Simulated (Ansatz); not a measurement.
Input for Ansatz (plane-wave DFT), Na:

```yaml
crystal:
  lattice:
    - [-1.88829108, 1.88829108, 2.63727668]
    - [1.88829108, -1.88829108, 2.63727668]
    - [1.88829108, 1.88829108, -2.63727668]
  atoms:
    - { symbol: Na, position: [0.0, 0.0, 0.0] }
basis:
  ecutwfc: 420
kpoints:
  mp_grid: { kspacing: 0.42 }
hamiltonian:
  xc: pbe
scf:
  occupations: { method: gaussian }
output:
  forces: true
  stress: true
  eigenvalues: true
magnetization:
  spin_polarized: true
  initial_magnetization: 1.0
```

Command:

```bash
ansatz run input.yaml --threads 1 --pin off --max-ram 1331MiB --backend cpu --events-out ev --progress --plain --runs-dir out
```

From the log (HF is the Harris–Foulkes energy, dr2 the density residual in eV):

```text
Pseudopotential: Na, paw, valence charge 9, recommended cutoff 420 eV (normal)
Crystal: 1 atom, lattice volume = 37.614 Å³
Basis set: ecut = 420 eV, 725 PW (Γ), exchange–correlation on 54×54×54 points (8 copies of the dense FFT grid, shifted against one another)
Bands: 9, of which v1, the nominal top of the filled ones, is band 5 counted from 1 (4 counted from 0)
Symmetry: 16 space group operations
Space group: I4/mmm (ITA 139), of the structure as read, at distance tolerance 3.4e-5 Å
k-points: 30 of 216
Initial density: superposition of atomic densities
Starting moments: Σ|m| = 1 μB on 1 of 1 site
SCF iter   1: HF=-1485.015704 eV  Δρ=7.01e-2 (↑7.01e-2 ↓6.69e-2) dr2=1.46e-2  dr2_m=1.62e0  M=1.000 μB ∫|m|=1.001 μB
SCF iter   2: HF=-1485.946696 eV  Δρ=9.90e-3 (↑9.88e-3 ↓9.90e-3) dr2=4.93e-3  dr2_m=3.31e-2  M=0.252 μB ∫|m|=0.265 μB
SCF iter   3: HF=-1486.080817 eV  Δρ=6.22e-3 (↑6.07e-3 ↓6.22e-3) dr2=1.80e-3  dr2_m=1.28e-2  M=0.319 μB ∫|m|=0.326 μB
SCF iter   4: HF=-1486.211932 eV  Δρ=4.96e-3 (↑4.74e-3 ↓4.96e-3) dr2=1.74e-4  dr2_m=8.08e-3  M=0.285 μB ∫|m|=0.289 μB
   ...
SCF iter  17: HF=-1486.406428 eV  Δρ=2.56e-6 (↑1.96e-6 ↓2.56e-6) dr2=3.07e-9  dr2_m=1.25e-10  M=-0.000 μB ∫|m|=0.000 μB
SCF iter  18: HF=-1486.406428 eV  Δρ=4.68e-7 (↑4.68e-7 ↓4.33e-7) dr2=4.13e-12  dr2_m=6.80e-11  M=-0.000 μB ∫|m|=0.000 μB
SCF iter  19: F=-1486.406428 eV  HF=-1486.406428 eV  Δρ=1.41e-7 (↑1.41e-7 ↓1.41e-7) dr2=1.21e-14  dr2_m=6.87e-12  M=-0.000 μB ∫|m|=0.000 μB
SCF 1 converged in 19 iterations: F = -1486.406428 eV  dr2 = 1.21e-14
WARN: the starting moments were not kept: the SCF closed with an absolute magnetisation of 1.6e-5 μB, where they sum to 1 μB in size (1 site). That is at most 0.1 of that sum. Measured as dr2_m measures the in/out step, that magnetisation stands 1.9e-11 eV from none, at or under the dr2_threshold of 1.0e-7 eV: it is no larger than a step whose dr2_m would equal this threshold. The system may hold no moment …
SCF converged after 19 iterations
Magnetization: -0.0000 μB (4.5000 up, 4.5000 down)
Absolute magnetization: 0.0000 μB (∫|ρ↑−ρ↓|)
Per-site moments (μB) at R_I (Å): [(-7.0259e-6, 1.5481)]
Free energy (F): -1486.406428 eV
E sigma→0 (E₀):  -1486.404277 eV
Entropy (-TS):   -0.004301 eV (-4.301 meV/atom)
Fermi energy:    1.461124 eV
--- Forces (eV/Å), atoms counted from 1 ---
  atom   1  Na     0.00000000     0.00000000    -0.00000000
--- Stress (GPa, compression-positive) ---
       -0.038142       0.000000       0.000000
        0.000000      -0.038142       0.000000
        0.000000      -0.000000      -0.170889
  P = ⅓ Tr σ = -0.0824 GPa (-0.824 kbar)
```

Settings here are deliberately varied, not converged. The starting moments weren't kept.